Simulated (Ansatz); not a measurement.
Yb in Ansatz: the effect of Hubbard term

Crystal: Yb.

```
Yb
1.0
     3.87990    0.00000    0.00000
    -1.93995    3.36009    0.00000
     0.00000    0.00000    6.38590
Yb
2
Direct
  0.66667 0.33333 0.75000
  0.33333 0.66667 0.25000
```

This isn't the form of Yb at room conditions, which is fcc.

Alike in all runs:

| Property | Result |
| --- | --- |
| Program | Ansatz 0.2.0 |
| Task | density of states |
| Functional | PBEsol |
| Potentials or basis | all-electron LAPW, scalar-relativistic |
| Cutoff | 171 eV (chosen from the basis error) |
| Basis error allowed | 0.001 eV/atom |
| k mesh | 8 × 8 × 4 |
| Occupations | fermi-dirac, width 0.05 eV |
| Spin | collinear spin, ferromagnetic start |
| Starting moments | [1.0, 1.0] μB |

```csv
Hubbard term,pressure (GPa)
none,-3.3
Yb f U = 2 eV,-2.4
Yb f U = 4 eV,?
Yb f U = 8 eV,-1.1
```

**Question.** What does the run with Hubbard term Yb f U = 4 eV give?

**Answer.** Pressure -1.8 GPa.

Worked out: A straight line through the other rows of the pressure, of slope 0.262 GPa per eV, gives -2.1 GPa, against the run's -1.8.

Caveats: an open f shell can end in a state above the lowest; spin-orbit coupling is left out, which moves the levels of the heavy elements; the magnetic state may not be the lowest (some runs); U is the effective U less J, on atomic orbitals that reach past the spheres (some runs); the program listed the state as in doubt (some runs); the starting moments weren't kept (some runs).
